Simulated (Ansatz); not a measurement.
Theory: DFT PBE, scalar-relativistic, plane waves, PAW (Ansatz 0.2.0).

Structure of HfO2:

```xyz
12
Lattice="5.1608 0.0000 -0.0153 0.0000 5.2122 0.0000 -0.8815 0.0000 5.2787" Properties=species:S:1:pos:R:3 pbc="T T T"
Hf    1.2393    0.2234    1.0959
Hf    3.4808    2.8295    1.5282
Hf    3.0401    4.9888    4.1675
Hf    0.7985    2.3827    3.7352
O     1.8977    3.9468    2.5095
O     2.8224    1.3407    0.1145
O     2.3817    1.2654    2.7539
O     1.4570    3.8715    5.1488
O     0.0397    1.7135    1.8379
O     4.6804    4.3196    0.7861
O     4.2396    3.4987    3.4255
O    -0.4010    0.8926    4.4773
```

Settings: cutoff 420 eV, Γ-centred mesh 6×6×6 on the computed 12-atom cell, Gaussian smearing of 0.02 eV; no spin polarisation.

Levels along Γ–Z–D–B–Γ–A–E–Z–C2–Y2–Γ, in eV from a zero inside the gap, sorted by energy at each point. Points in fractions of the primitive reciprocal vectors: Γ (0.000 0.000 0.000), Z (0.000 0.500 0.000), D (0.000 0.500 0.500), B (0.000 0.000 0.500), A (-0.500 0.000 0.500), E (-0.500 0.500 0.500), C2 (-0.500 0.500 0.000), Y2 (-0.500 0.000 0.000).
```tsv
point	k (1/Å, with 2π)	band 73	band 74	band 75	band 76	band 77	band 78	band 79
Γ	0.000	-2.57	-2.52	-2.23	-2.02	2.51	2.97	3.08
-	0.120	-2.73	-2.58	-2.24	-2.05	2.59	2.98	3.11
-	0.241	-2.91	-2.73	-2.27	-2.15	2.80	2.98	3.17
-	0.362	-2.90	-2.82	-2.33	-2.30	2.95	3.03	3.09
-	0.482	-2.92	-2.77	-2.44	-2.40	2.93	2.95	3.36
Z	0.603	-2.84	-2.84	-2.46	-2.46	2.92	2.92	3.48
-	0.722	-2.83	-2.83	-2.48	-2.48	2.93	2.93	3.42
-	0.841	-2.83	-2.83	-2.52	-2.52	2.93	2.93	3.29
-	0.960	-2.83	-2.83	-2.58	-2.58	2.92	2.92	3.17
-	1.079	-2.86	-2.86	-2.65	-2.65	2.89	2.89	3.09
D	1.198	-2.93	-2.93	-2.68	-2.68	2.88	2.88	3.06
-	1.319	-2.87	-2.87	-2.68	-2.68	2.85	2.85	3.11
-	1.439	-2.83	-2.83	-2.66	-2.66	2.79	2.79	3.18
-	1.560	-2.84	-2.84	-2.60	-2.60	2.74	2.74	3.19
-	1.680	-2.86	-2.86	-2.54	-2.54	2.70	2.70	3.15
B	1.801	-2.86	-2.86	-2.52	-2.52	2.69	2.69	3.13
-	1.920	-2.78	-2.74	-2.60	-2.43	2.64	2.74	3.06
-	2.039	-2.79	-2.63	-2.49	-2.32	2.59	2.80	3.01
-	2.158	-2.78	-2.61	-2.35	-2.17	2.55	2.88	2.98
-	2.277	-2.59	-2.58	-2.27	-2.06	2.52	2.97	3.00
Γ	2.396	-2.57	-2.52	-2.23	-2.02	2.51	2.97	3.08
-	2.553	-2.60	-2.59	-2.30	-2.05	2.56	2.98	3.03
-	2.709	-2.75	-2.65	-2.46	-2.14	2.67	2.77	3.01
-	2.866	-2.94	-2.70	-2.65	-2.27	2.48	2.62	3.14
-	3.022	-3.11	-2.82	-2.65	-2.42	2.32	2.44	3.35
A	3.179	-2.98	-2.98	-2.55	-2.55	2.31	2.31	3.43
-	3.300	-2.96	-2.96	-2.56	-2.56	2.31	2.31	3.40
-	3.420	-2.91	-2.91	-2.61	-2.61	2.33	2.33	3.34
-	3.541	-2.89	-2.89	-2.69	-2.69	2.37	2.37	3.27
-	3.661	-2.95	-2.95	-2.75	-2.75	2.43	2.43	3.20
E	3.782	-3.05	-3.05	-2.75	-2.75	2.46	2.46	3.15
-	3.938	-3.08	-3.08	-2.74	-2.74	2.50	2.50	3.20
-	4.095	-3.05	-3.05	-2.69	-2.69	2.60	2.60	3.31
-	4.251	-2.97	-2.97	-2.60	-2.60	2.75	2.75	3.41
-	4.408	-2.87	-2.87	-2.50	-2.50	2.88	2.88	3.47
Z	4.564	-2.84	-2.84	-2.46	-2.46	2.92	2.92	3.48
-	4.688	-2.83	-2.83	-2.51	-2.51	2.87	2.87	3.44
-	4.811	-2.81	-2.81	-2.64	-2.64	2.78	2.78	3.35
-	4.935	-2.90	-2.90	-2.67	-2.67	2.71	2.71	3.24
-	5.058	-2.94	-2.94	-2.63	-2.63	2.67	2.67	3.17
C2	5.182	-2.94	-2.94	-2.62	-2.62	2.66	2.66	3.14
-	5.302	-2.97	-2.89	-2.66	-2.55	2.57	2.65	3.08
-	5.423	-3.01	-2.77	-2.65	-2.44	2.40	2.64	3.08
-	5.543	-2.82	-2.67	-2.62	-2.28	2.21	2.71	3.12
-	5.664	-2.77	-2.59	-2.54	-2.15	2.07	2.86	3.09
Y2	5.785	-2.77	-2.58	-2.48	-2.10	2.02	3.01	3.04
-	5.908	-2.76	-2.58	-2.50	-2.10	2.07	3.01	3.05
-	6.032	-2.73	-2.56	-2.54	-2.07	2.23	2.86	3.03
-	6.155	-2.65	-2.57	-2.52	-2.05	2.51	2.69	3.02
-	6.279	-2.58	-2.54	-2.35	-2.03	2.56	2.85	2.99
Γ	6.402	-2.57	-2.52	-2.23	-2.02	2.51	2.97	3.08
```

Spin-orbit coupling is left out, which matters for the bands of heavy elements.

Cost: 1 run of about 5.3 core-minutes, on Arm Neoverse V2 (shared hosts).